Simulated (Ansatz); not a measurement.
# Au(111) / 1 layer Pd(111) / Au(111): resistance against film thickness, part 2 of 2

Aim: what a thin film of another metal adds to the resistance, first Au(111) / 1 layer Pd(111) / Au(111).

Ansatz 0.2.0; Ansatz plane-wave DFT, LDA, PAW files; ballistic transport by layer matching (Landauer), zero bias; PAW set soft_1.

So far. Step 4 (With 5 layers, k-mesh 15×15×1, film layers 5): The conductance of the junction is 6.2e14 S/m², 3.2 % under the 6.4e14 S/m² of the last finished run, within the error estimates, leads' steps apart, of 1.7 and 4.6 %.

## Step 5: With 7 layers, k-mesh 15×15×1, film layers 7

The stack now holds 7 film layers; the k-mesh follows the cell, and the energies span -0.27 to 0.27 eV.

System of this step: Au(111) / 7 layers Pd(111) / Au(111). The cell holds 15 atoms: 8 Au and 7 Pd. Its edges and angles: a = 2.884 Å, b = 2.884 Å, c = 33.138 Å, α = 90.0°, β = 90.0°, γ = 120.0°. It derives from Au and Pd. Regions: lead, 8 atoms (8 Au); films, 7 atoms (7 Pd). The structure is stacked along c, and the current runs across the ab planes.

input.yaml

```yaml
crystal:
  lattice:
    - [2.8837582304, 0.0, 0.0]
    - [-1.4418791152, 2.4974078859, 0.0]
    - [0.0, 0.0, 33.1377988848]
  atoms:
    - { symbol: Au, position: [0.0, 0.0, 0.0355270841] }
    - { symbol: Au, position: [0.3333333333, 0.6666666667, 0.1065812523] }
    - { symbol: Au, position: [0.6666666667, 0.3333333333, 0.1776354205] }
    - { symbol: Au, position: [0.0, 0.0, 0.2486895887] }
    - { symbol: Pd, position: [0.3333333333, 0.6666666667, 0.3150428624] }
    - { symbol: Pd, position: [0.6666666667, 0.3333333333, 0.3766952416] }
    - { symbol: Pd, position: [0.0, 0.0, 0.4383476208] }
    - { symbol: Pd, position: [0.3333333333, 0.6666666667, 0.5] }
    - { symbol: Pd, position: [0.6666666667, 0.3333333333, 0.5616523792] }
    - { symbol: Pd, position: [0.0, 0.0, 0.6233047584] }
    - { symbol: Pd, position: [0.3333333333, 0.6666666667, 0.6849571376] }
    - { symbol: Au, position: [0.6666666667, 0.3333333333, 0.7513104113] }
    - { symbol: Au, position: [0.0, 0.0, 0.8223645795] }
    - { symbol: Au, position: [0.3333333333, 0.6666666667, 0.8934187477] }
    - { symbol: Au, position: [0.6666666667, 0.3333333333, 0.9644729159] }
kpoints:
  mp_grid: { grid: [15, 15, 1] }
hamiltonian:
  xc: lda
  pseudopotentials: { kind: paw, azcp: { folder: soft_1 }, xc_functional: pbe }
scf:
  occupations: { method: fermi_dirac, width: 0.1 }
output:
  transmission:
    leads: [[0, 1]]
    kmesh: [30, 30]
    e_range: [-0.27, 0.27]
    de: 0.036
  write_potential: true
  write_density: true
  volumetric_format: npy
```

Started as:

```bash
ansatz run input.yaml --threads 4 --pin off --max-ram 8192MiB --backend cpu --events-out ev --progress --plain --runs-dir out
```

It took 49 s on 4 threads of Intel Xeon Platinum 8488C (Sapphire Rapids), shared host; peak memory 1.5 GiB; 3.1 min of CPU time.

Numbers from this step:

```yaml
free_energy: -150843.2341 eV
energy_at_zero_smearing: -150843.0311 eV
fermi_energy: 19.88 eV
step_of_the_lead_s_potential: 12.1 meV
lead_conductance_per_cell: 0.7945 G₀
conductance_of_the_junction: 5.75e14 S/m²
junction_conductance_per_cell: 0.5340 G₀
estimated_errors_of_the_junction_s_conductance: 0, 0, 4.2, 4.9, 1.1 % (energy step, band edges, k-mesh, leads' steps, distance from neutral)
area_resistance_that_the_stack_adds_contact_term_taken_off_spin_by_spin: 0.5705 fΩ m²
```

Per spin. Table of transmission, zone mean by energy, zero at the Fermi level:

| energy (eV) | transmission, zone mean |
| --- | --- |
| -0.270 | 0.618 |
| -0.234 | 0.625 |
| -0.198 | 0.627 |
| -0.162 | 0.611 |
| -0.126 | 0.570 |
| -0.090 | 0.551 |
| -0.054 | 0.535 |
| -0.018 | 0.540 |
| 0.018 | 0.529 |
| 0.054 | 0.527 |
| 0.090 | 0.536 |
| 0.126 | 0.551 |
| 0.162 | 0.544 |
| 0.198 | 0.540 |
| 0.234 | 0.544 |
| 0.270 | 0.542 |

The conductance of the junction is 5.7e14 S/m², 6.8 % under the 6.2e14 S/m² of the last finished run, no more than the error estimates, leads' steps apart, of 4.6 and 4.2 % together.

## Step 6: With 9 layers, k-mesh 15×15×1, film layers 9

The stack now holds 9 film layers; the k-mesh follows the cell, and the energies span -0.27 to 0.27 eV.

System of this step: Au(111) / 9 layers Pd(111) / Au(111). The cell holds 18 atoms: 9 Au and 9 Pd. Its edges and angles: a = 2.884 Å, b = 2.884 Å, c = 39.578 Å, α = 90.0°, β = 90.0°, γ = 120.0°. It derives from Au and Pd. Regions: lead, 9 atoms (9 Au); films, 9 atoms (9 Pd). The structure is stacked along c, and the current runs across the ab planes.

input.yaml, the sections that differ from step 5:

```yaml
crystal:
  lattice:
    - [2.8837582304, 0.0, 0.0]
    - [-1.4418791152, 2.4974078859, 0.0]
    - [0.0, 0.0, 39.5784259065]
  atoms:
    - { symbol: Au, position: [0.0, 0.0, 0.029745735] }
    - { symbol: Au, position: [0.3333333333, 0.6666666667, 0.0892372049] }
    - { symbol: Au, position: [0.6666666667, 0.3333333333, 0.1487286749] }
    - { symbol: Au, position: [0.0, 0.0, 0.2082201448] }
    - { symbol: Pd, position: [0.3333333333, 0.6666666667, 0.2637757004] }
    - { symbol: Pd, position: [0.6666666667, 0.3333333333, 0.3153953415] }
    - { symbol: Pd, position: [0.0, 0.0, 0.3670149827] }
    - { symbol: Pd, position: [0.3333333333, 0.6666666667, 0.4186346239] }
    - { symbol: Pd, position: [0.6666666667, 0.3333333333, 0.470254265] }
    - { symbol: Pd, position: [0.0, 0.0, 0.5218739062] }
    - { symbol: Pd, position: [0.3333333333, 0.6666666667, 0.5734935474] }
    - { symbol: Pd, position: [0.6666666667, 0.3333333333, 0.6251131885] }
    - { symbol: Pd, position: [0.0, 0.0, 0.6767328297] }
    - { symbol: Au, position: [0.3333333333, 0.6666666667, 0.7322883852] }
    - { symbol: Au, position: [0.6666666667, 0.3333333333, 0.7917798552] }
    - { symbol: Au, position: [0.0, 0.0, 0.8512713251] }
    - { symbol: Au, position: [0.3333333333, 0.6666666667, 0.9107627951] }
    - { symbol: Au, position: [0.6666666667, 0.3333333333, 0.970254265] }
# kpoints, hamiltonian, scf, output: as in step 5
```

Wall time 69 s (4 threads); peak memory 1.9 GiB; 4.2 min of CPU time.

This step gave:

| Item | Value |
| --- | --- |
| free energy | -177398.7484 eV |
| energy at zero smearing | -177398.4935 eV |
| Fermi energy | 19.85 eV |
| step of the lead's potential | 3.3 meV |
| ballistic conductance of the lead | 8.54e14 S/m² |
| estimated errors of the lead's conductance | 0, 4.1, 0.3 % (band edges, k-mesh, distance from neutral) |
| lead conductance per cell | 0.7942 G₀ |
| conductance of the junction | 5.63e14 S/m² |
| junction conductance per cell | 0.5231 G₀ |
| estimated errors of the junction's conductance | 0.2, 0, 3.2, 1.8, 1.6 % (energy step, band edges, k-mesh, leads' steps, distance from neutral) |
| area resistance that the stack adds (contact term taken off, spin by spin) | 0.6064 fΩ m² |

Per spin. Transmission, zone mean against energy, zero at the Fermi level:

| energy (eV) | transmission, zone mean |
| --- | --- |
| -0.270 | 0.633 |
| -0.234 | 0.604 |
| -0.198 | 0.623 |
| -0.162 | 0.619 |
| -0.126 | 0.605 |
| -0.090 | 0.570 |
| -0.054 | 0.543 |
| -0.018 | 0.517 |
| 0.018 | 0.515 |
| 0.054 | 0.508 |
| 0.090 | 0.507 |
| 0.126 | 0.530 |
| 0.162 | 0.536 |
| 0.198 | 0.521 |
| 0.234 | 0.534 |
| 0.270 | 0.522 |

The conductance of the junction is 5.6e14 S/m², 2.0 % under the 5.7e14 S/m² of the last finished run, within the error estimates, leads' steps apart, of 4.2 and 3.2 %.

## Step 7: Cost and result by level

Times are for 4 threads of Intel Xeon Platinum 8488C (Sapphire Rapids), shared host. The series side by side:

| no. | film layers | area resistance that the stack adds (contact term taken off, spin by spin) (fΩ m²) | conductance of the junction (S/m²) | time | memory (GiB) |
| --- | --- | --- | --- | --- | --- |
| 1 | 1 | 0.2560 | 7.02e14 | 66 s | 0.98 |
| 2 | 3 | 0.3998 | 6.37e14 | 35 s | 1.1 |
| 3 | 5 | 0.4522 | 6.16e14 | 49 s | 1.5 |
| 4 | 7 | 0.5705 | 5.75e14 | 49 s | 1.5 |
| 5 | 9 | 0.6064 | 5.63e14 | 69 s | 1.9 |

## Step 8: What came out

* area resistance, 1 layer: 0.256 fΩ m²
* area resistance, 3 layers: 0.400 fΩ m²
* area resistance, 5 layers: 0.452 fΩ m²
* area resistance, 7 layers: 0.571 fΩ m²
* area resistance, 9 layers: 0.606 fΩ m²

The stack adds 0.26 fΩ m² with 1 layer and 0.61 fΩ m² with 9. From 3 to 9 layers it grows by 52 %, though no single step exceeds the two runs' error estimates together; nothing scatters inside a perfect film, so this is no ohmic growth. Atoms sit on ideal sites and aren't relaxed. Spin-orbit coupling is left out, which matters for Au. Pd(111) is stretched by 4.8 % in plane to fit Au(111). 1 further run is left out: refused by the program, or repeats without effect or without named leads.

[Logs are printed without paths, hosts, clocks, repeated set-up lines and the standing remarks that a program may print on its own settings, such as how far it seeks lower states.]

[Hosts, paths, dates, database ids (printed as entryN), source tags and the programs' standing remarks are cut or masked in the printed files.]
